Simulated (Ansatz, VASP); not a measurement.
**HfO2 in VASP and in Ansatz**

Contents of INCAR:

```
SYSTEM = HfO2
PREC = Accurate
ENCUT = 520
EDIFF = 1E-6
ISMEAR = 0
SIGMA = 0.02
LREAL = .FALSE.
LASPH = .TRUE.
NELM = 80
ALGO = Normal
ISIF = 2
LWAVE = .FALSE.
LCHARG = .FALSE.
GGA = PE
NBANDS = 18
```

The input KPOINTS:

```
Automatic mesh
0
G
  8 8 8
  0 0 0
```

The input POSCAR:

```
HfO2
1.0
    0.0000000000      2.4967747173      2.4967747173
    2.4967747173      0.0000000000      2.4967747173
    2.4967747173      2.4967747173      0.0000000000
Hf O
1 2
Direct
    0.0000000000      0.0000000000      0.0000000000
    0.2500000000      0.2500000000      0.2500000000
    0.7500000000      0.7500000000      0.7500000000
```

Input for Ansatz:

```yaml
crystal:
  lattice:
    - [0.0, 2.4967747176, 2.4967747176]
    - [2.4967747176, 0.0, 2.4967747176]
    - [2.4967747176, 2.4967747176, 0.0]
  atoms:
    - { symbol: Hf, position: [0.0, 0.0, 0.0] }
    - { symbol: O, position: [0.25, 0.25, 0.25] }
    - { symbol: O, position: [0.75, 0.75, 0.75] }
basis:
  ecutwfc: 420
kpoints:
  mp_grid: { grid: [8, 8, 8] }
hamiltonian:
  xc: pbe
scf:
  occupations: { method: gaussian, width: 0.02 }
output:
  forces: true
  stress: true
  eigenvalues: true
  write_density: true
  write_potential: true
  elf: true
  volumetric_format: npy
```

Alike in both runs: task single point; functional PBE; k mesh 8 × 8 × 8; occupations gaussian, width 0.02 eV; no spin polarisation.

```csv
,VASP,Ansatz
version,VASP 6.6.1,Ansatz 0.2.0
potentials or method,"VASP PAW PBE potentials, release 64 (Hf_pv, O)","scalar-relativistic, plane waves, PAW"
plane-wave cutoff (eV),520,420
valence electrons in the cell,22,38
```

Ansatz gave:

| Item | Value |
| --- | --- |
| gap on the k mesh at the Fermi level (eV) | 3.89 |
| least direct gap on the mesh (eV) | 3.89 |
| pressure (GPa) | 17.3 |

Question: Which values does VASP return?

Answer: gap on the k mesh at the Fermi level (eV): 3.92; least direct gap on the mesh (eV): 3.92; pressure (GPa): 13.1.

One of these differences is far larger than is usual between the two programs; its cause wasn't traced. The two sets of potentials don't hold the same shells in valence.

Caveats: spin-orbit coupling is left out, which moves the levels of the heavy elements. A k mesh can miss the band edges. PBE gaps usually lie below the measured ones, often by a third to a half.
